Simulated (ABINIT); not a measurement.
Runs of ABINIT 10.8.3 (patched build) on Mo. The structure is cubic, space group Im-3m (No. 229). The conventional cell has a = 3.168 Å, b = 3.168 Å, c = 3.168 Å, α = 90.00°, β = 90.00°, γ = 90.00°. Mo (site symmetry m-3m) has 8 Mo at 2.74 Å as nearest neighbours. 

```tsv
task	level	potentials or basis	cutoff (eV)	fine-grid cutoff	dispersion computed by	gap on the mesh (eV)	pressure (GPa)	V0 of scaled cells (Å³/atom)	B0 (GPa)
equation of state	revPBE+D3	JTH PAW PBE v2.0	408	816.342 eV	-	-	-	15.15	288
equation of state	BLYP+D4	JTH PAW PBE v2.0	408	816.342 eV	dftd4 4.3.1	-	-	(b)	263
equation of state	PBEsol	JTH PAW PBE v2.0	408	816.342 eV	-	-	-	15.36	(c)
band structure	PW91	JTH PAW PBE v2.0	408	816.342 eV	-	none	(a)	-	-
band structure	PBE	PseudoDojo NC SR PBE v0.4.1 standard	1088	-	-	none	-1.6	-	-
```

Alike in all rows: no spin polarisation; cell as given; k mesh 12 × 12 × 12; smearing fermi-dirac 0.05 eV.

Fill in the values left out.

(a) -1.3; (b) 15.70; (c) 286.

Caveats: the PAW data sets were made with another functional, which shifts forces and pressure a little (some runs); pressures at fixed basis lie under the slope of the energies (some runs).

A k mesh can miss the band edges, and the runs leave out spin-orbit coupling on Mo.

A gap of «none» marks a metal or a gap under the smearing width.
